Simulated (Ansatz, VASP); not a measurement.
P: VASP beside Ansatz

```
P
1.0
     0.00000    1.91641    1.91641
     1.91641    0.00000    1.91641
     1.91641    1.91641    0.00000
P
1
Cartesian
  0.0000 0.0000 0.0000
```

Alike in both runs: functional r2SCAN; k mesh 6 × 6 × 6; occupations gaussian, width 0.1 eV; no spin polarisation.

Ansatz relaxed the structure, and its values are those at the end. VASP's run is a single point on that final structure, the one shown.

|  | VASP | Ansatz |
| --- | --- | --- |
| version | VASP 6.6.1 | Ansatz 0.2.0 |
| potentials or method | VASP PAW PBE potentials, release 64 (P) | scalar-relativistic, plane waves, PAW |
| plane-wave cutoff (eV) | 520 | 500 |
| valence electrons in the cell | 5 | 5 |

Ansatz gave:

| Property | Result |
| --- | --- |
| gap on the k mesh at the Fermi level (eV) | none |
| pressure (GPa) | 0.0 |

**Question.** Which values does VASP return?

**Answer.** gap on the k mesh at the Fermi level (eV): none; pressure (GPa): -0.1.

A gap of «none» marks a metal or a gap that the smearing closes.

Caveats: the k mesh is coarse (spacing up to 0.47 Å⁻¹), so the values aren't converged; the PAW data sets were made with another functional, which shifts forces and pressure a little (VASP).
